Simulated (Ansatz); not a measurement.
One crystal and one scan (frozen-phonon scan) at two levels, PBE (plane waves to 420 eV, PAW, scalar-relativistic; Ansatz, a quantum-chemistry and plane-wave program) and r2SCAN (plane waves to 500 eV, PAW, scalar-relativistic; Ansatz), each from its own relaxed cell and on its own mesh. The cell shown is that of PBE.

Starting cell, InN (zinc blende):

```
CELL_PARAMETERS angstrom
      0.00000     5.04898     5.04898
      2.52449     2.52449     5.04898
      2.52449     2.52449     0.00000
ATOMIC_POSITIONS crystal
  N  0.00000 0.75000 0.75000
  N  0.50000 0.75000 0.75000
  In 0.00000 0.00000 0.00000
  In 0.50000 0.00000 0.00000
```

A phonon eigenvector at X = (0.5, 0.5, 0.0) is frozen into this cell: atom i moves by Q times the vector below, so Q is the largest atomic displacement, in Å. The cell is held. (q is in reciprocal vectors of the primitive cell; the cell shown is doubled to hold the pattern.)

```tsv
atom	x	y	z
N1	0.000	0.000	1.000
N2	0.000	0.000	-1.000
```

Atoms not listed stay in place.

InN was relaxed with its symmetry unable to fall. With partly filled bands, energies and forces of such displacements shift with the k mesh and the smearing. Both scans cover Q from -0.100 to 0.100 Å.

ΔE (meV/cell), each from the undisplaced structure of its own level:

| Q (Å) | PBE | r2SCAN |
|---|---|---|
| -0.100 | 150 | 170 |
| -0.083 | 104 | 118 |
| -0.067 | 67 | 76 |
| -0.050 | 38 | withheld |
| -0.033 | 17 | 19 |
| -0.017 | 4 | 5 |
| 0.000 | 0 | 0 |
| 0.017 | 4 | 5 |
| 0.033 | 17 | 19 |
| 0.050 | 38 | withheld |
| 0.067 | 67 | 76 |
| 0.083 | 104 | 118 |
| 0.100 | 150 | 170 |

Question: Estimate the r2SCAN value at -0.050 from the PBE value there and the ratio of the two levels in the two nearest given rows on that side of the minimum.

Answer: At -0.067 and -0.083 the ratio r2SCAN/PBE averages 1.134, which gives 1.134 × 38 = 43 meV/cell. The calculation gives 43 meV/cell, +13.2 % against PBE.

(A displaced cell: forces are minus the slopes of the energy, force constants its curvatures, and phonons follow from these.)
